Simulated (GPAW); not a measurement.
The system is PtSe2 (Sudovikovite).

```
Pt Se
1.0
     3.72400    0.00000    0.00000
    -1.86200    3.22508    0.00000
     0.00000    0.00000    5.06200
Pt Se
1 2
Cartesian
  0.0000 0.0000 0.0000
  1.8620 1.0750 3.7965
  0.0000 2.1501 1.2655
```

```yaml
Program: GPAW 26.7.0
Task: relaxation of cell and atoms
Functional: PBEsol
Potentials_or_basis: PAW data sets generated in the run's folder for this functional
Cutoff: 600 eV
Basis: pw
k_mesh: 7 × 7 × 5
Occupations: fermi-dirac, width 0.05 eV
Spin: no spin polarisation
```

At the start: pressure 2.1 GPa; volume 20.27 Å³/atom.

Where does the relaxation end?

Over 12 steps the energy falls by 7.8 meV/atom and the volume is 19.83 Å³/atom (-2.2 %); space group P-3m1 (No. 164, to 0.05 Å).

The path:
```tsv
step	energy change (eV)	largest force (eV/Å)	pressure (GPa)	volume (Å³)
1	0.0000	0.3793	2.15	60.80
2	-0.0064	0.2681	1.25	61.03
3	-0.0120	0.0556	-0.44	61.45
4	-0.0125	0.0385	-0.54	61.44
5	-0.0162	0.0774	-1.06	61.03
6	-0.0192	0.1406	-1.01	60.36
7	-0.0213	0.1285	-0.41	59.69
8	-0.0221	0.0640	0.15	59.44
9	-0.0224	0.0250	0.34	59.42
10	-0.0228	0.0052	0.42	59.43
11	-0.0232	0.0283	0.34	59.45
12	-0.0234	0.0189	0.14	59.48
```

Final structure:
```
Pt Se
1.0
     3.75555    0.00000    0.00000
    -1.87777    3.25240    0.00000
     0.00000    0.00000    4.86988
Pt Se
1 2
Direct
  0.00000 0.00000 0.00000
  0.66667 0.33333 0.73865
  0.33333 0.66667 0.26135
```

Caveat: later steps reuse the first step's grids.
